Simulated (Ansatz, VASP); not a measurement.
# HfO2: VASP beside Ansatz

```xyz
3
Lattice="0.0000 2.5364 2.5364 2.5364 0.0000 2.5364 2.5364 2.5364 0.0000" Properties=species:S:1:pos:R:3 pbc="T T T"
Hf    0.0000    0.0000    0.0000
O     1.2682    1.2682    1.2682
O     3.8046    3.8046    3.8046
```

Alike in both runs: functional PBE; dispersion D3(BJ); k mesh 8 × 8 × 8; occupations gaussian, width 0.02 eV; no spin polarisation.

Ansatz relaxed the structure, and its values are those at the end. VASP's run is a single point on that final structure, the one shown.

```csv
,VASP,Ansatz
version,VASP 6.6.1,Ansatz 0.2.0
potentials or method,"VASP PAW PBE potentials, release 64 (Hf_pv, O)","scalar-relativistic, plane waves, PAW"
plane-wave cutoff (eV),520,420
valence electrons in the cell,22,38
```

|  | VASP | Ansatz | Ansatz less VASP |
| --- | --- | --- | --- |
| gap on the k mesh at the Fermi level (eV) | 3.80 | 3.78 | -0.015 |
| least direct gap on the mesh (eV) | 3.80 | 3.78 | -0.015 |
| pressure (GPa) | -3.8 | 0.0 | +3.77 |

The two sets of potentials don't hold the same shells in valence.

Caveats: spin-orbit coupling is left out, which moves the levels of the heavy elements. A k mesh can miss the band edges.
